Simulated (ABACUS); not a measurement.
The system is HfO2.

```
Hf O
1.0
     0.00000    2.55750    2.55750
     2.55750    0.00000    2.55750
     2.55750    2.55750    0.00000
Hf O
1 2
Direct
  0.00000 0.00000 0.00000
  0.75000 0.75000 0.75000
  0.25000 0.25000 0.25000
```

Measurements of this composition are mostly on another form, of space group No. 14.

* Program: ABACUS 3.10.1
* Task: single point
* Functional: PBE
* Potentials or basis: PseudoDojo NC SR 0.4.1 PBE standard
* Cutoff: 1143 eV
* Density cutoff: 4572 eV
* Basis: plane waves
* k mesh: 9 × 9 × 9
* Occupations: fermi-dirac, width 0.05 eV
* Spin: no spin polarisation

On this cell: pressure -4.9 GPa; largest force zero by symmetry; band gap on the k mesh 3.87 eV, indirect (least direct gap 3.99 eV).

The same run follows on a disturbed copy (atoms moved at random, drawn with an rms of 0.05 Å):

```
Hf O
1.0
     0.00000    2.55750    2.55750
     2.55750    0.00000    2.55750
     2.55750    2.55750    0.00000
Hf O
1 2
Direct
  0.00903 0.00078 0.98476
  0.74644 0.74874 0.75724
  0.25109 0.24009 0.25004
```

Question: What changes?

Answer: The energy moves by +4.5 meV/atom; pressure -4.5 GPa; largest force 0.413 eV/Å; band gap on the k mesh 3.87 eV, indirect (least direct gap 3.98 eV).

Forces on the atoms (eV/Å):
```
Hf   0.124  0.060 -0.146
O   -0.406 -0.067 -0.033
O    0.282  0.006  0.178
```

Stress tensor (GPa, compression positive):
```
-4.43  0.37 -0.04
 0.37 -4.58  0.92
-0.04  0.92 -4.55
```

Caveats: spin-orbit coupling is left out, which moves the levels of the heavy elements; an odd mesh through Γ misses points on the zone boundary, where band edges often lie.
